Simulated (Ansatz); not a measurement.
System: MgO (rock salt type), 2 atoms in the cell.

```
Mg O
1.0
     0.00000    2.12500    2.12500
     2.12500    0.00000    2.12500
     2.12500    2.12500    0.00000
Mg O
1 1
Direct
  0.00000 0.00000 0.00000
  0.50000 0.50000 0.50000
```

Code and potentials: Ansatz PAW hard set, 700 eV. Settings: k-mesh 6×6×6 Γ-centred; Fermi–Dirac smearing of 0.02 eV; no spin polarisation.

One run gave:

- Pressure: -4.99 GPa
- Gap on the mesh: 5.36 eV

(1) Which level of theory was it?
A. r²SCAN
B. PBE

Answers

(1) A. All runs:

| level | pressure (GPa) | gap (eV) |
| --- | --- | --- |
| PBE | 0.45 | 4.48 |
| r²SCAN | -4.99 | 5.36 |

The stress includes the program's correction for the finite plane-wave basis.

Potentials made with PBE were used with another functional (at least in: Ansatz PAW hard set, 700 eV (r²SCAN)). Semilocal functionals give gaps that mostly lie well below measured ones.
